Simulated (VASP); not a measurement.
Here is a VASP 6.6.1 calculation.

Contents of INCAR:

```
PREC = Accurate
ENCUT = 520
EDIFF = 1E-6
ISMEAR = 0
SIGMA = 0.05
LREAL = F
LASPH = T
NELM = 60
ALGO = Normal
ISIF = 2
LWAVE = F
LCHARG = T
LDIPOL = T
IDIPOL = 3
DIPOL = 0.5 0.5 0.500
GGA = PE
LELF = T
LVHAR = T
LVACPOTAV = T
```

Contents of KPOINTS:

```
Automatic mesh
0
Gamma
  11 11 1
```

Contents of POSCAR:

```
W4C3
1.0
    2.9005014360      0.0000000000      0.0000000000
   -1.4502507180      2.5119079273      0.0000000000
    0.0000000000      0.0000000000     23.4870000000
W C
4 3
Direct
    0.0000000000      0.0000000000      0.3193255844
    0.0000000000      0.0000000000      0.4397751948
    0.0000000000      0.0000000000      0.5602248052
    0.0000000000      0.0000000000      0.6806744156
    0.6666666667      0.3333333334      0.3795503896
    0.6666666667      0.3333333334      0.5000000000
    0.6666666667      0.3333333334      0.6204496104
```

Potentials or basis: VASP PAW PBE potentials, release 64 (W_sv, C).

Run with:

```sh
$ cat potpaw_PBE.64/W_sv/POTCAR potpaw_PBE.64/C/POTCAR > POTCAR
$ mpirun -np 1 vasp_std > vasp.out
```

What does it give for the work function of the upper face?

4.76 eV.

What does it give for the work function of the lower face?

4.76 eV.

What does it give for the largest force?

0.828 eV/Å.

Forces on the atoms (eV/Å):
```
W    0.000  0.000  0.693
W    0.000  0.000 -0.384
W    0.000  0.000  0.384
W    0.000  0.000 -0.693
C    0.000  0.000 -0.828
C    0.000  0.000  0.000
C    0.000  0.000  0.828
```

Spin-orbit coupling is left out, which matters for the levels of W.
